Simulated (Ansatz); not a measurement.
Al (bcc): energy against volume

These are results of DFT, RPBE, plane waves (420 eV) with PAW, scalar-relativistic in Ansatz, not measurements. The PAW files were generated under PBE, with cores re-solved for the functional.

The cell is scaled uniformly from the relaxed one, with fractional coordinates and shape fixed. Energies are extrapolated to zero smearing, pressures are those at the given smearing. Magnetic state: spin not included.

A Birch-Murnaghan fit gives V₀ = 17.23 Å³/atom, B₀ = 67 GPa, B₀′ = 4.5.

Task: What are the energy above the minimum and the pressure at 15.200 Å³/atom?

Result: 62.4 meV/atom and 11.12 GPa as computed.

Task: What are the energy above the minimum and the pressure at 18.655 Å³/atom?

Result: 21.2 meV/atom and -4.40 GPa as computed.

Task: What are the energy above the minimum and the pressure at 19.346 Å³/atom?

Result: 43.8 meV/atom and -5.92 GPa as computed.
